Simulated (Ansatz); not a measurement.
# From the elastic tensor of NbN at 22 GPa (stress–strain coefficients) to moduli and sound speeds

Method: DFT LDA, scalar-relativistic, plane waves, PAW (Ansatz). Cutoff 420 eV, 16×16×16 k-points (Γ-centred), Fermi-Dirac smearing of 0.15 eV. No spin polarisation.

Symmetry: Fm-3m, No. 225, cubic system. The conventional cell has a = 4.277 Å, b = 4.277 Å, c = 4.277 Å, α = 90.00°, β = 90.00°, γ = 90.00°. Nb (site symmetry m-3m) has 6 N at 2.14 Å as nearest neighbours. N (site symmetry m-3m) has 6 Nb at 2.14 Å as nearest neighbours.

In a metal, frequencies and elastic constants depend on the k mesh and the smearing, soft modes and shear constants most. Other phases may be more stable at this pressure.

Relaxed-ion constants (GPa, on the Cartesian axes of the calculation):
C11 = 965.8, C12 = 179.9, C13 = 179.9, C22 = 965.8, C23 = 179.9, C33 = 965.8, C44 = 87.8, C55 = 87.8, C66 = 87.8 GPa; the others vanish.

Density 9.078 g/cm³; 2 atoms in 19.56 Å³.

The values that follow are for a polycrystal of randomly turned grains, by Hill's mean where one number stands. In a crystal this anisotropic the Voigt and Reuss bounds lie far apart, so Hill's mean and the sound speeds and Debye temperature from it are rough.

With S = C⁻¹: B_V = (C11+C22+C33+2(C12+C13+C23))/9, G_V = (C11+C22+C33−C12−C13−C23+3(C44+C55+C66))/15, 1/B_R = S11+S22+S33+2(S12+S13+S23), 15/G_R = 4(S11+S22+S33−S12−S13−S23)+3(S44+S55+S66); Hill is their mean. Then v_l = √((B+4G/3)/ρ), v_t = √(G/ρ), v_m = [(2/v_t³+1/v_l³)/3]^(−1/3) and Θ = (ħ/k_B)·v_m·(6π²n/V)^(1/3) for n atoms in the volume V; E = 9BG/(3B+G), ν = (3B−2G)/(2(3B+G)) and A^U = 5G_V/G_R + B_V/B_R − 6.

- Bulk modulus, Voigt / Reuss / Hill: 441.8 / 441.8 / 441.8 GPa
- Shear modulus, Voigt / Reuss / Hill: 209.9 / 127.4 / 168.6 GPa
- Young's modulus: 449 GPa
- Poisson ratio: 0.331
- Pugh ratio B/G: 2.62
- Universal anisotropy index: 3.24
- Longitudinal and transverse sound speeds: 8570 and 4310 m/s
- Debye temperature from the mean sound speed: 673 K

Cost: 1 run of about 0.48 core-minutes, on Intel Xeon 6975P-C (Granite Rapids) (shared hosts).

Cubic NbN at this pressure strongly resists compression but yields easily to one kind of shear: C11 is 965.8 GPa, while C44 is only 87.8 GPa. Strain along a cube axis directly stretches or shortens the Nb–N bonds, where N 2p and Nb d(eg) orbitals overlap in σ fashion. The C44 shear mainly bends bond angles and leaves these bond lengths unchanged to first order. Band filling probably softens it further: a group 5 nitride has two electrons more than are needed to fill the p–d bonding states, and these electrons enter metallic Nb t2g states that respond to such a shear.

The cubic lattice meets the elastic stability conditions for small homogeneous strains, but this does not rule out phonon instabilities at finite wavevector. The bulk modulus is unaffected by the choice of polycrystal average, whereas the Pugh ratio inherits the uncertainty in the shear modulus. Its high value reflects the weak C44 shear and doesn't by itself establish ductility, which also depends on dislocation motion and fracture.
